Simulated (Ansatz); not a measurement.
BiTe: how the free axis answers a strain

BiTe, Fm-3m, a = 6.502 Å. The structure is a COD entry; whether it is the stable form wasn't checked. Ansatz: PBE, PAW, 420 eV, Γ-centred 12×12×8 mesh on 4 atoms, Gaussian smearing 0.10 eV; no spin polarisation. Series: biaxial strain in the a-b plane, c and atoms relaxed; x is the strain in per cent. The axes a, b, c are those of the computed cell (4.598, 4.598, 6.502 Å), along [1 1 0], [-1 1 0], [0 0 1] of the cell named above. y is the change of c in per cent of 6.502 Å.

```
x (%) y (%)
 -4.5      ?
 -3.0   0.83
 -1.5   0.30
  0.0   0.00
  1.5  -0.46
  3.0  -0.93
  4.5  -1.44
```

Question: Fit y = c1 x + c2 x² to the other rows, say what c1 measures, and predict the missing y.

Answer: Least squares on the rows shown. y = −0.2857 x − 0.007534 x². With no stress along c, c1 = −2C12/C11 = -0.286. With a term in x³ added, the coefficient of x becomes -0.2736, 4 % less, which shows how far this figure hangs on the form. At x = -4.5 the fit asked for gives 1.13 %. The run gave 2.06 %, so the fit is 0.93 % too low, 27 % of the span of the series, against an rms of 0.05 % on the fitted rows. The row lies outside the fitted range. With a term in x³ added, a fit to the same known rows predicts 1.22 %, no real gain.

Spin–orbit coupling is left out, which can shift energies with elements as heavy as these.